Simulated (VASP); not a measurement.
Set up this calculation in VASP 6.6.1, as the native input.

| Property | Result |
| --- | --- |
| Task | relaxation of cell and atoms |
| Functional | PBE |
| Potentials or basis | VASP PAW PBE potentials, release 64 (V_sv) |
| Cutoff | 520 eV |
| k mesh | 20 × 20 × 20 |
| Occupations | gaussian, width 0.1 eV |
| Spin | collinear spin, ferromagnetic start |
| Starting moments | [2.0] μB |
| Further INCAR settings | ALGO = Normal; EDIFF = 1e-06; IBRION = 2; EDIFFG = -0.01; NSW = 90; ISIF = 3 |

The structure of V lies in POSCAR:

```
V
1.0
   -1.5143500000      1.5143500000      1.5143500000
    1.5143500000     -1.5143500000      1.5143500000
    1.5143500000      1.5143500000     -1.5143500000
V
1
Direct
    0.0000000000      0.0000000000      0.0000000000
```

One way to write it, as run:

INCAR

```
SYSTEM = V
  ALGO = Normal
  EDIFF = 1E-6
  EDIFFG = -0.01
  ENCUT = 520
  GGA = PE
  IBRION = 2
  ISIF = 3
  ISMEAR = 0
  ISPIN = 2
  LASPH = .True.
  LCHARG = .False.
  LMAXMIX = 4
  LORBIT = 11
  LREAL = .False.
  LWAVE = .False.
  MAGMOM = 2
  NELM = 120
  NSW = 90
  PREC = Accurate
  SIGMA = 0.1
```

KPOINTS

```
k-points
0
Gamma
  20 20 20
  0 0 0
```

Potentials or basis: VASP PAW PBE potentials, release 64 (V_sv).

Launch:

```sh
$ cat potpaw_PBE.64/V_sv/POTCAR > POTCAR
$ mpirun -np 1 vasp_std > vasp.out
```

Results of the run:

The relaxed volume is 13.48 Å³/atom, the relaxed cell is a = 2.597 Å, b = 2.597 Å, c = 2.597 Å, α = 109.47°, β = 109.47°, γ = 109.47° and the space group after relaxing (to 0.05 Å) is Im-3m (No. 229). The energy gained by relaxing is 6.9 meV/atom, the ionic steps are 3 and the pressure after relaxing is -0.1 GPa. The band gap on the k mesh is none (metal or under the smearing width), the net moment is 0.00 μB per cell and the valence electrons inside the program's atomic spheres are V 11.65.

Run time: 67 s on 1 thread of Intel(R) Xeon(R) Platinum 8559C (Emerald Rapids), with other jobs on the host, peak memory 0.19 GiB.
